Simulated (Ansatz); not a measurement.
CuI under changes of volume

One of the cells (27.401 Å³/atom); the others are scaled copies at fixed shape and fractional positions:

```
I Cu
1.0
     4.09020    0.00000    0.00000
     0.00000    4.09020    0.00000
     0.00000    0.00000    6.55146
I Cu
2 2
Direct
  0.00000 0.50000 0.74303
  0.50000 0.00000 0.25697
  0.00000 0.00000 0.00000
  0.50000 0.50000 0.00000
```

Measurements of this composition are mostly on another form, of space group No. 216.

| Item | Value |
| --- | --- |
| Program | Ansatz 0.2.0 |
| Functional | LDA |
| Potentials or basis | Ansatz PAW |
| Cutoff | 420 eV (not typed: the program's choice for these potentials) |
| k mesh | 7 × 7 × 4 |
| Occupations | fermi-dirac, width 0.05 eV |
| Spin | no spin polarisation |

```csv
volume (Å³/atom),energy over the lowest point (meV/atom),pressure (GPa),gap on the mesh (eV),largest force (eV/Å)
25.757,0.00,-0.8,1.51,0.072
26.305,4.49,-1.8,1.48,0.133
26.853,12.38,-2.8,1.44,0.320
27.401,23.22,-3.6,1.41,0.490
27.949,36.67,-4.3,1.38,0.645
28.497,?,?,?,?
29.045,70.05,-5.4,1.32,0.914
```

**Question.** What does the run at 28.497 Å³/atom give?

**Answer.** Energy over the lowest point 52.37 meV/atom; pressure -4.9 GPa; gap on the mesh 1.35 eV; largest force 0.786 eV/Å.

Worked out: A Birch-Murnaghan fit of order 3 (a polynomial in V^(-2/3)) to the other rows has its minimum at 25.40 Å³/atom, just outside them, with B0 = V·E''(V) = 57 GPa and B' = 5.2 at fixed shape and positions, which overstates the stiffness. It gives 52.37 meV/atom at 28.497 Å³/atom, against the run's 52.37, and -dE/dV = -4.9 GPa, against -4.9. A straight line through the other rows of the gap, of slope -1.59 eV per unit of ln V (its deformation potential), gives 1.35 eV, against the run's 1.35.

Energies are extrapolated to zero smearing.

Caveats: odd divisions of the mesh miss points on the zone boundary, where band edges often lie, so the gap on the mesh can be too wide; spin-orbit coupling is left out, which moves the levels of the heavy elements; the PAW data sets come from PBE, with cores solved anew for the run's functional, which leaves a small shift of forces and pressure.
